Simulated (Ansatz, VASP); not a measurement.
**Two plane-wave programs on Al**

```xyz
1
Lattice="0.0000 2.0248 2.0248 2.0248 0.0000 2.0248 2.0248 2.0248 0.0000" Properties=species:S:1:pos:R:3 pbc="T T T"
Al    0.0000    0.0000    0.0000
```

Alike in both runs: task single point; functional r2SCAN; k mesh 11 × 11 × 11; occupations fermi-dirac, width 0.05 eV; no spin polarisation.

```csv
,VASP,Ansatz
version,VASP 6.6.1,Ansatz 0.2.0
potentials or method,"VASP PAW PBE potentials, release 64 (Al)",Ansatz PAW
plane-wave cutoff (eV),520,500
valence electrons in the cell,3,3
```

VASP gave:

* gap on the k mesh at the Fermi level (eV): none
* pressure (GPa): -3.6

Task: What did Ansatz give for the same quantities?

Result: gap on the k mesh at the Fermi level (eV): none; pressure (GPa): -3.4.

A gap of «none» marks a metal or a gap that the smearing closes.

Caveats: the PAW data sets were made with another functional, which shifts forces and pressure a little (VASP); the PAW data sets come from PBE, with cores solved anew for the run's functional, which leaves a small shift of forces and pressure (Ansatz).
